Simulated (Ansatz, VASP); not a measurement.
# One calculation of NaH, two programs

```
CELL_PARAMETERS angstrom
0.00000 2.44000 2.44000
2.44000 0.00000 2.44000
2.44000 2.44000 0.00000
ATOMIC_POSITIONS crystal
Na 0.00000 0.00000 0.01811
H 0.50000 0.50000 0.50000
```

Change from the starting cell: all Na atoms moved +0.062 Å, as atom 1 along Cartesian [1 1 0].

Alike in both runs: task single point; functional r2SCAN; k mesh 8 × 8 × 8; occupations gaussian, width 0.05 eV; no spin polarisation.

|  | VASP | Ansatz |
| --- | --- | --- |
| version | VASP 6.6.1 | Ansatz 0.2.0 |
| potentials or method | VASP PAW PBE potentials, release 64 (Na_pv, H) | scalar-relativistic, plane waves, PAW |
| plane-wave cutoff (eV) | 520 | 500 |
| valence electrons in the cell | 8 | 10 |

|  | VASP | Ansatz | Ansatz less VASP |
| --- | --- | --- | --- |
| gap on the k mesh at the Fermi level (eV) | 4.31 | 4.31 | -0.009 |
| least direct gap on the mesh (eV) | 5.13 | 5.14 | +0.008 |
| pressure (GPa) | -1.3 | -1.1 | +0.15 |
| rms of the force components (eV/Å) | 0.031 | 0.031 | -0.0005 |

Atom by atom the forces differ by 0.001 eV/Å (rms over components). The two sets of potentials don't hold the same shells in valence.

Caveats: the PAW data sets were made with another functional, which shifts forces and pressure a little (VASP). A k mesh can miss the band edges.
